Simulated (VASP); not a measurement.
Here is a VASP 6.6.1 calculation.

File INCAR:

```
PREC     = Accurate       # precision mode
ENCUT    = 520            # plane-wave cutoff, eV
EDIFF    = 1E-6           # SCF threshold, eV
ISMEAR   = 0              # smearing method
SIGMA    = 0.15           # smearing width, eV
LREAL    = F              # projectors in reciprocal space
LASPH    = T              # aspherical terms in the spheres
NELM     = 100            # most SCF steps
ALGO     = Fast           # electronic algorithm
ISIF     = 2              # what is computed and relaxed
LWAVE    = F              # write WAVECAR
LCHARG   = T              # write CHGCAR
GGA      = PS             # functional
LELF     = T              # ELF
LVHAR    = T            
NBANDS   = 12             # bands
```

File KPOINTS:

```
regular mesh
0
Gamma
  20 20 20
```

Contents of POSCAR:

```
Ti
1.0
    0.0000000000      1.9538750000      2.0300000000
    2.1061250000      0.0000000000      2.0300000000
    2.1061250000      1.9538750000      0.0000000000
Ti
1
Direct
    0.0000000000      0.0000000000      0.0000000000
```

Potentials or basis: VASP PAW PBE potentials, release 64 (Ti_sv).

Run with:

```console
$ cat potpaw_PBE.64/Ti_sv/POTCAR > POTCAR
$ mpirun -np 1 vasp_std > vasp.out
```

(1) What does it give for the pressure?

(2) Predict the band gap on the k mesh.

Answers

(1) -0.4 GPa.

(2) none (metal or under the smearing width).

Caveat: the PAW data sets were made with another functional, which shifts forces and pressure a little.
